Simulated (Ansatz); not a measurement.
**Phases of Au at 55 GPa**

Structure types of Au are relaxed in primitive cells with their symmetry kept at 55 GPa, on PAW files; LAPW relaxes the small cells further and takes the PAW cell for the others (marked *). The enthalpy is E + pV at zero temperature, without zero-point motion. Only the types listed were tried, and differences under about 5 meV/atom are mesh noise.

Computed with Ansatz 0.2.0; functional PBE, scalar-relativistic. Settings: Fermi–Dirac smearing of 0.1 eV, no spin polarisation. Methods: LAPW: all electrons, basis error target 0.5 meV/atom; PAW: frozen-core files, cutoff 420 eV.

k meshes: fcc 17×17×17, bcc 18×18×18, hcp 16×16×9, simple hexagonal 17×17×15, dhcp 13×13×4, sc 15×15×15.

Spin–orbit coupling is left out, which matters for the heavy atoms.

**Question.** Which type is lowest in enthalpy, and by how much?

**Answer.** fcc, 2 meV/atom below dhcp, which is within the noise of the k meshes. The whole table:

```
      start type                   ends as          a, b, c (Å)  V (Å³/atom)  H − H(lowest), LAPW (meV/atom)  same, PAW
             fcc                fcc, Fm-3m  3.873, 3.873, 3.873        14.53                             0.0        0.0
             bcc                bcc, Im-3m  3.076, 3.076, 3.076        14.55                            29.2       29.0
             hcp             hcp, P6_3/mmc  2.725, 2.725, 4.520        14.53                            16.2       16.2
simple hexagonal  simple hexagonal, P6/mmm  2.628, 2.628, 2.566        15.34                           420.7      420.3
           dhcp*            dhcp, P6_3/mmc  2.730, 2.730, 9.002        14.53                             2.4        2.4
              sc                 sc, Pm-3m  2.523, 2.523, 2.523        16.06                           874.8      873.7
```
